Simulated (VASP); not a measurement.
# PbS (Fm-3m) in VASP: a series of runs, part 2 of 2

VASP 6.6.1. The steps go on from the part before.

## 5. Relaxation of cell and atoms, PBEsol

Contents of INCAR:

```
PREC = Accurate
ENCUT = 580
EDIFF = 1E-7
ISMEAR = 0
SIGMA = 0.02
LREAL = False
LASPH = True
NELM = 60
ALGO = Normal
ISIF = 3
LWAVE = False
LCHARG = False
GGA = PS
IBRION = 2
NSW = 90
EDIFFG = -0.005
```

Contents of KPOINTS:

```
regular mesh
0
Gamma
  10 10 10
```

Contents of POSCAR:

```
PbS
1.0
    0.0000000000      2.9880867000      2.9880867000
    2.9880867000      0.0000000000      2.9880867000
    2.9880867000      2.9880867000      0.0000000000
Pb S
1 1
Direct
    0.5000000000      0.5000000000      0.5000000000
    0.0000000000      0.0000000000      0.0000000000
```

Potentials or basis: VASP PAW PBE potentials, release 64 (Pb, S).

Launch:

```console
$ cat potpaw_PBE.64/Pb/POTCAR potpaw_PBE.64/S/POTCAR > POTCAR
$ mpirun -np 1 vasp_std > vasp.out
```

OUTCAR:

```text
PREC = Accurate
   ENCUT = 580
   EDIFF = 1E-7
   ISMEAR = 0
   LREAL = False
   LASPH = True
   NELM = 60
   ISIF = 3
   GGA = PS
   IBRION = 2
   NSW = 90
   EDIFFG = -0.005

 ion  position               nearest neighbor table
   1  0.500  0.500  0.500-   2 2.99   2 2.99   2 2.99   2 2.99   2 2.99   2 2.99
   2  0.000  0.000  0.000-   1 2.99   1 2.99   1 2.99   1 2.99   1 2.99   1 2.99

  LATTYP: Found a face centered cubic cell.
 ALAT       =     5.9761734000

  Lattice vectors:

 A1 = (   0.0000000000,   2.9880867000,   2.9880867000)
 A2 = (   2.9880867000,   0.0000000000,   2.9880867000)
 A3 = (   2.9880867000,   2.9880867000,   0.0000000000)

Analysis of symmetry for initial positions (statically):
=====================================================================
 Subroutine PRICEL returns:
 Original cell was already a primitive cell.

 Routine SETGRP: Setting up the symmetry group for a
 face centered cubic supercell.

 Subroutine GETGRP returns: Found 48 space group operations
 (whereof 48 operations were pure point group operations)
 out of a pool of 48 trial point group operations.

The static configuration has the point symmetry O_h .

Analysis of symmetry for dynamics (positions and initial velocities):
=====================================================================
 Subroutine PRICEL returns:
 Original cell was already a primitive cell.

 Routine SETGRP: Setting up the symmetry group for a
 face centered cubic supercell.

 Subroutine GETGRP returns: Found 48 space group operations
 (whereof 48 operations were pure point group operations)
 out of a pool of 48 trial point group operations.

The dynamic configuration has the point symmetry O_h .

 Subroutine INISYM returns: Found 48 space group operations
 (whereof 48 operations are pure point group operations),
 and found     1 'primitive' translations

----------------------------------------------------------------------------------------

                                     Primitive cell
[... 122 lines left out ...]
 conjugate gradient relaxation of ions
 non-spin polarized calculation
 Gauss-broadening in eV      SIGMA  =   0.02
  energy-cutoff  :      580.00
  volume of cell :       53.36
 maximum number of plane-waves:      1717
 NGX is ok and might be reduce to    36
   NGX = 17   NGY = 17   NGZ = 17

--------------------------------------- Ionic step        1  -------------------------------------------

 number of electron      10.0000000 magnetization

 number of electron       9.9999999 magnetization

 Free energy of the ion-electron system (eV)
  ---------------------------------------------------
  ext. energy  EPLUGINS =         0.00000000
  ---------------------------------------------------
  free energy    TOTEN  =        -9.48103982 eV

  energy without entropy =       -9.48103982  energy(sigma->0) =       -9.48103982

------------------------ aborting loop because EDIFF is reached ----------------------------------------

  FORCE on cell =-STRESS in cart. coord.  units (eV):
  Direction    XX          YY          ZZ          XY          YZ          ZX
  --------------------------------------------------------------------------------------
  -------------------------------------------------------------------------------------
  Total       -0.7711137     -0.7711137     -0.7711137      0.0000000      0.0000000     -0.0000000
  in kB      -23.1536487    -23.1536487    -23.1536487      0.0000000      0.0000000     -0.0000000
  external PRESSURE =     -23.1536487 kB  Pullay stress =       0.0000000 kB
[... 23 lines left out ...]
--------------------------------------- Ionic step        2  -------------------------------------------

 number of electron      10.0000001 magnetization

 E-fermi :   4.8546     XC(G=0):  -9.9404

 val. band max:        4.7980425103   @ k =   0.5000   0.0000   0.0000
 cond. band min:       4.9112576195   @ k =   0.5000   0.0000   0.0000
 fundamental gap:      0.1132151092
 Fermi energy:         4.8546497423

 k-point     1 :       0.0000    0.0000    0.0000
  band No.  band energies     occupation
      1      -9.1644      2.00000
      2      -1.2299      2.00000
      3       2.4083      2.00000
      4       2.4083      2.00000
      5       2.4083      2.00000
      6      10.0170      0.00000
      7      10.0170      0.00000
      8      10.0170      0.00000
      9      11.2635      0.00000
[... 311 lines left out ...]
--------------------------------------- Ionic step        3  -------------------------------------------

 number of electron      10.0000000 magnetization

 Free energy of the ion-electron system (eV)
  ---------------------------------------------------
  ext. energy  EPLUGINS =         0.00000000
  ---------------------------------------------------
  free energy    TOTEN  =        -9.49691474 eV

  energy without entropy =       -9.49691474  energy(sigma->0) =       -9.49691474

 E-fermi :   4.6790     XC(G=0):  -9.8677

 val. band max:        4.5825947882   @ k =   0.5000   0.0000   0.0000
 cond. band min:       4.7605016890   @ k =   0.5000   0.0000   0.0000
 fundamental gap:      0.1779069008
 Fermi energy:         4.6789669672

 k-point     1 :       0.0000    0.0000    0.0000
  band No.  band energies     occupation
      1      -9.2090      2.00000
      2      -1.4556      2.00000
      3       2.2962      2.00000
      4       2.2962      2.00000
      5       2.2962      2.00000
      6       9.7754      0.00000
      7       9.7754      0.00000
      8       9.7754      0.00000
      9      11.1118      0.00000
[... 305 lines left out ...]
  FREE ENERGIE OF THE ION-ELECTRON SYSTEM (eV)
  ---------------------------------------------------
  free  energy   TOTEN  =        -9.4969147388 eV

  energy  without entropy=       -9.4969147388  energy(sigma->0) =       -9.49691474

 reached required accuracy - stopping structural energy minimisation
```

CONTCAR:

```text
PbS
   1.00000000000000
     0.0000000000000000    2.9480209225294525    2.9480209225294525
     2.9480209225294525    0.0000000000000000    2.9480209225294525
     2.9480209225294525    2.9480209225294525    0.0000000000000000
  Pb              S
     1     1
Direct
     0.5000000000000000    0.5000000000000000    0.5000000000000000
     0.0000000000000000    0.0000000000000000    0.0000000000000000

  0.00000000E+00  0.00000000E+00  0.00000000E+00
  0.00000000E+00  0.00000000E+00  0.00000000E+00
```

Run time: 37 s. Hardware: 1 thread of AMD EPYC 9R45 (Zen 5), shared host; peak memory 0.21 GiB.

What came out:

```
Free energy                            : -9.4969 eV
Relaxed volume                         : 25.62 Å³/atom
Relaxed cell                           : a = 4.169 Å, b = 4.169 Å, c = 4.169 Å, α = 60.00°, β = 60.00°, γ = 60.00°
Space group after relaxing (to 0.05 Å) : Fm-3m (No. 225)
Energy gained by relaxing              : 7.9 meV/atom
Ionic steps                            : 3
Pressure after relaxing                : 0.0 GPa
Band gap on the k mesh                 : 0.18 eV, direct
```

Step by step:
```tsv
step	energy change (eV)	largest force (eV/Å)	pressure (GPa)	volume (Å³)
1	0.0000	0.0000	-2.32	53.36
2	-0.0133	0.0000	1.03	50.44
3	-0.0159	0.0000	0.00	51.24
```

Final structure:
```cif
data_structure
_symmetry_space_group_name_H-M 'P 1'
_symmetry_Int_Tables_number 1
_cell_length_a 4.1691
_cell_length_b 4.1691
_cell_length_c 4.1691
_cell_angle_alpha 60.000
_cell_angle_beta 60.000
_cell_angle_gamma 60.000
_cell_volume 51.24
loop_
_atom_site_label
_atom_site_type_symbol
_atom_site_fract_x
_atom_site_fract_y
_atom_site_fract_z
_atom_site_occupancy
Pb1 Pb 0.50000 0.50000 0.50000 1
S1 S 0.00000 0.00000 0.00000 1
```

Levels at points of the mesh, in eV from the valence-band top:
```
           k point  band 2  band 3  band 4  band 5  band 6  band 7  band 8  band 9
(0.00, 0.00, 0.00)   -6.04   -2.29   -2.29   -2.29    5.19    5.19    5.19    6.53
(0.50, 0.00, 0.00)   -9.04   -1.90   -1.90    0.00    0.18    1.83    1.83    8.41
(0.50, 0.50, 0.00)   -7.28   -5.44   -3.61   -3.61    3.61    5.56    5.69    5.69
```

Caveat: the PAW data sets were made with another functional, which shifts forces and pressure a little; spin-orbit coupling is left out, which as a rule narrows the gap of such compounds by several tenths of an eV.

## 6. Relaxation of cell and atoms, RPBE

Edit INCAR of step 5 so:

```diff
@@ -1,3 +1,3 @@
 PREC = Accurate
-ENCUT = 580
+ENCUT = 600
 EDIFF = 1E-7
@@ -12,3 +12,3 @@
 LCHARG = False
-GGA = PS
+GGA = RP
 IBRION = 2
```

KPOINTS is that of step 5.

POSCAR is that of step 5.

Potentials or basis: VASP PAW PBE potentials, release 64 (Pb_d, S).

Launch:

```console
$ cat potpaw_PBE.64/Pb_d/POTCAR potpaw_PBE.64/S/POTCAR > POTCAR
$ mpirun -np 1 vasp_std > vasp.out
```

OUTCAR:

```text
PREC = Accurate
   ENCUT = 600
   EDIFF = 1E-7
   ISMEAR = 0
   LREAL = False
   LASPH = True
   NELM = 60
   ISIF = 3
   GGA = RP
   IBRION = 2
   NSW = 90
   EDIFFG = -0.005

 ion  position               nearest neighbor table
   1  0.500  0.500  0.500-   2 2.99   2 2.99   2 2.99   2 2.99   2 2.99   2 2.99
   2  0.000  0.000  0.000-   1 2.99   1 2.99   1 2.99   1 2.99   1 2.99   1 2.99

  LATTYP: Found a face centered cubic cell.
 ALAT       =     5.9761734000

  Lattice vectors:

 A1 = (   0.0000000000,   2.9880867000,   2.9880867000)
 A2 = (   2.9880867000,   0.0000000000,   2.9880867000)
 A3 = (   2.9880867000,   2.9880867000,   0.0000000000)

Analysis of symmetry for initial positions (statically):
=====================================================================
 Subroutine PRICEL returns:
 Original cell was already a primitive cell.

 Routine SETGRP: Setting up the symmetry group for a
 face centered cubic supercell.

 Subroutine GETGRP returns: Found 48 space group operations
 (whereof 48 operations were pure point group operations)
 out of a pool of 48 trial point group operations.

The static configuration has the point symmetry O_h .

Analysis of symmetry for dynamics (positions and initial velocities):
=====================================================================
 Subroutine PRICEL returns:
 Original cell was already a primitive cell.

 Routine SETGRP: Setting up the symmetry group for a
 face centered cubic supercell.

 Subroutine GETGRP returns: Found 48 space group operations
 (whereof 48 operations were pure point group operations)
 out of a pool of 48 trial point group operations.

The dynamic configuration has the point symmetry O_h .

 Subroutine INISYM returns: Found 48 space group operations
 (whereof 48 operations are pure point group operations),
 and found     1 'primitive' translations
[... 130 lines left out ...]
  volume of cell :       53.36
 maximum number of plane-waves:      1807
 NGX is ok and might be reduce to    36
   NGX = 17   NGY = 17   NGZ = 17

--------------------------------------- Ionic step        1  -------------------------------------------

 number of electron      20.0000000 magnetization

 Free energy of the ion-electron system (eV)
  ---------------------------------------------------
  ext. energy  EPLUGINS =         0.00000000
  ---------------------------------------------------
  free energy    TOTEN  =        -8.08577856 eV

  energy without entropy =       -8.08577856  energy(sigma->0) =       -8.08577856

------------------------ aborting loop because EDIFF is reached ----------------------------------------

  FORCE on cell =-STRESS in cart. coord.  units (eV):
  Direction    XX          YY          ZZ          XY          YZ          ZX
  --------------------------------------------------------------------------------------
  -------------------------------------------------------------------------------------
  Total        0.9234996      0.9234996      0.9234996     -0.0000000      0.0000000      0.0000000
  in kB       27.7292227     27.7292227     27.7292227     -0.0000000      0.0000000      0.0000000
  external PRESSURE =      27.7292227 kB  Pullay stress =       0.0000000 kB
[... 59 lines left out ...]
--------------------------------------- Ionic step        3  -------------------------------------------

 number of electron      20.0000000 magnetization

 Free energy of the ion-electron system (eV)
  ---------------------------------------------------
  ext. energy  EPLUGINS =         0.00000000
  ---------------------------------------------------
  free energy    TOTEN  =        -8.10932675 eV

  energy without entropy =       -8.10932675  energy(sigma->0) =       -8.10932675

 E-fermi :   5.0652     XC(G=0):  -9.1565

 val. band max:        4.9388735528   @ k =   0.5000   0.0000   0.0000
 cond. band min:       5.6506247789   @ k =   0.5000   0.0000   0.0000
 fundamental gap:      0.7117512261
 Fermi energy:         5.0651551754

 k-point     1 :       0.0000    0.0000    0.0000
  band No.  band energies     occupation
      1     -11.7972      2.00000
      2     -11.7972      2.00000
      3     -11.7972      2.00000
      4     -11.7747      2.00000
      5     -11.7747      2.00000
      6      -7.9415      2.00000
      7      -1.1281      2.00000
      8       3.1818      2.00000
      9       3.1818      2.00000
     10       3.1818      2.00000
     11      10.0528      0.00000
     12      10.0528      0.00000
     13      10.0528      0.00000
     14      11.9683      0.00000
[... 377 lines left out ...]
      1     -11.8429      2.00000
      2     -11.8086      2.00000
      3     -11.7677      2.00000
      4     -11.7639      2.00000
      5     -11.7570      2.00000
      6      -6.8982      2.00000
      7      -2.3737      2.00000
      8       1.8754      2.00000
      9       2.3344      2.00000
     10       2.4667      2.00000
     11       8.7458      0.00000
     12       9.4034      0.00000
     13       9.8348      0.00000
     14      10.4146      0.00000

 [... further k-points ...]
[... 5 lines left out ...]
  --------------------------------------------------------------------------------------
  -------------------------------------------------------------------------------------
  Total        0.0021493      0.0021493      0.0021493      0.0000000      0.0000000      0.0000000
  in kB        0.0612666      0.0612666      0.0612666      0.0000000      0.0000000      0.0000000
  external PRESSURE =       0.0612666 kB  Pullay stress =       0.0000000 kB
[... 17 lines left out ...]
  FREE ENERGIE OF THE ION-ELECTRON SYSTEM (eV)
  ---------------------------------------------------
  free  energy   TOTEN  =        -8.1093267472 eV

  energy  without entropy=       -8.1093267472  energy(sigma->0) =       -8.10932675

 reached required accuracy - stopping structural energy minimisation
```

CONTCAR:

```text
PbS
   1.00000000000000
    -0.0000000000000000    3.0403143737841503    3.0403143737841503
     3.0403143737841503    0.0000000000000000    3.0403143737841503
     3.0403143737841503    3.0403143737841503   -0.0000000000000000
  Pb              S
     1     1
Direct
     0.5000000000000000    0.5000000000000000    0.5000000000000000
     0.0000000000000000    0.0000000000000000    0.0000000000000000

  0.00000000E+00  0.00000000E+00  0.00000000E+00
  0.00000000E+00  0.00000000E+00  0.00000000E+00
```

Run time: 67 s. Hardware: 1 thread of AMD EPYC 9R45 (Zen 5), shared host; peak memory 0.2 GiB.

What came out:

- Free energy: -8.1093 eV
- Relaxed volume: 28.10 Å³/atom
- Relaxed cell: a = 4.300 Å, b = 4.300 Å, c = 4.300 Å, α = 60.00°, β = 60.00°, γ = 60.00°
- Space group after relaxing (to 0.05 Å): Fm-3m (No. 225)
- Energy gained by relaxing: 11.8 meV/atom
- Ionic steps: 3
- Pressure after relaxing: 0.0 GPa
- Band gap on the k mesh: 0.71 eV, direct

Step by step:
| step | energy change (eV) | largest force (eV/Å) | pressure (GPa) | volume (Å³) |
| --- | --- | --- | --- | --- |
| 1 | 0.0000 | 0.0000 | 2.77 | 53.36 |
| 2 | -0.0219 | 0.0000 | -0.64 | 57.01 |
| 3 | -0.0235 | 0.0000 | 0.01 | 56.21 |

Final structure:
```xyz
2
Lattice="0.0000 3.0403 3.0403 3.0403 0.0000 3.0403 3.0403 3.0403 0.0000" Properties=species:S:1:pos:R:3 pbc="T T T"
Pb    3.0403    3.0403    3.0403
S     0.0000    0.0000    0.0000
```

Levels at points of the mesh, in eV from the valence-band top:
```
           k point  band 7  band 8  band 9  band 10  band 11  band 12  band 13  band 14
(0.00, 0.00, 0.00)   -6.07   -1.76   -1.76    -1.76     5.11     5.11     5.11     7.03
(0.50, 0.00, 0.00)   -8.35   -1.42   -1.42     0.00     0.71     2.23     2.23     8.80
(0.50, 0.50, 0.00)   -7.01   -4.47   -2.90    -2.90     4.36     5.46     5.52     5.52
```

Caveat: the PAW data sets were made with another functional, which shifts forces and pressure a little; spin-orbit coupling is left out, which as a rule narrows the gap of such compounds by several tenths of an eV. A k mesh can miss the band edges.

## 7. The runs side by side

```csv
task,level,potentials or basis,cell,k mesh,cutoff (eV),mesh quality,gap on the mesh (eV),pressure (GPa),relaxed volume (Å³/atom)
relaxation of cell and atoms,PBEsol,"VASP PAW PBE potentials, release 64 (Pb_d, S)",relaxed,10 × 10 × 10,300,not flagged,0.17,0.0,25.50
relaxation of cell and atoms,PBEsol,"VASP PAW PBE potentials, release 64 (Pb_d, S)",relaxed,4 × 4 × 4,600,coarse,0.21,0.0,25.76
single point,PBEsol,"VASP PAW PBE potentials, release 64 (Pb_d, S)",as given,10 × 10 × 10,520,not flagged,0.34,-2.1,-
relaxation of cell and atoms,PBEsol,"VASP PAW PBE potentials, release 64 (Pb, S)",relaxed,10 × 10 × 10,580,not flagged,0.18,0.0,25.62
relaxation of cell and atoms,RPBE,"VASP PAW PBE potentials, release 64 (Pb_d, S)",relaxed,10 × 10 × 10,600,not flagged,0.71,0.0,28.10
```

Alike in all rows: no spin polarisation; smearing gaussian 0.02 eV.

Caveats: some runs use coarse meshes; the PAW data sets were made with another functional, which shifts forces and pressure a little; spin-orbit coupling is left out, which as a rule narrows the gap of such compounds by several tenths of an eV; the cutoff is under 1.25 times the usual one of these potentials, so pressure, stress and relaxed cells hold a basis-set (Pulay) error (some runs).

Absolute energies hang on the potentials; compare differences alone.
